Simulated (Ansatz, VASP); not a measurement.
## SiC in VASP and in Ansatz

The input INCAR:

```
ALGO = Normal ; EDIFF = 1E-6
EDIFFG = -0.04 ; ENCUT = 600
GGA = PE ; IBRION = 2
ISIF = 3 ; ISMEAR = 0
LASPH = T ; LCHARG = F
LREAL = F ; LWAVE = F
NELM = 100 ; NSW = 90
PREC = Accurate ; SIGMA = 0.1
```

File KPOINTS:

```
k-points
0
Gamma
  6 6 4
```

POSCAR

```
SiC
1.0
    2.5823837900      0.0000000000      0.0000000000
   -1.2911919000      2.2364099700      0.0000000000
    0.0000000000      0.0000000000      4.8500170000
Si C
1 1
Direct
    0.0000000000      0.0000000000      0.0000000000
    0.0000000000      0.0000000000      0.5000000000
```

Input for Ansatz:

```yaml
crystal:
  lattice:
    - [2.58238379, 0.0, 0.0]
    - [-1.2911919, 2.23640997, 0.0]
    - [0.0, 0.0, 4.850017]
  atoms:
    - { symbol: Si, position: [0.0, 0.0, 0.0] }
    - { symbol: C, position: [0.0, 0.0, 0.5] }
basis:
  ecutwfc: 420
kpoints:
  mp_grid: { grid: [6, 6, 4] }
hamiltonian:
  xc: pbe
scf:
  occupations: { method: gaussian, width: 0.1 }
  lower_state_search: "off"
output:
  forces: true
  stress: true
  eigenvalues: true
relax:
  adjacent_minimum: "off"
  f_tol: 0.04
  max_steps: 70
  cell: { stress_tol: 0.4 }
```

Alike in both runs: task relaxation of cell and atoms; functional PBE; k mesh 6 × 6 × 4; occupations gaussian, width 0.1 eV; no spin polarisation.

```csv
,VASP,Ansatz
version,VASP 6.6.1,Ansatz 0.2.0
potentials or method,"VASP PAW PBE potentials, release 64 (Si, C)","scalar-relativistic, plane waves, PAW"
plane-wave cutoff (eV),600,420
valence electrons in the cell,8,8
```

|  | VASP | Ansatz | Ansatz less VASP |
| --- | --- | --- | --- |
| gap on the k mesh at the Fermi level, each at its own relaxed structure (eV) | none | none | - |
| relaxed volume (Å³/atom) | 10.45 | 10.46 | +0.009 |
| relaxed cell length with the largest relative difference (Å) | 2.504 | 2.504 | +0.0009 |
| energy change over the relaxation (meV/atom) | -681 | -681 | +0.7 |

A gap of «none» marks a metal or a gap that the smearing closes.

Caveats: the k mesh is coarse (spacing up to 0.47 Å⁻¹), so the values aren't converged; the volume moved by over 15 % at a fixed basis, so the end points are rough (VASP).
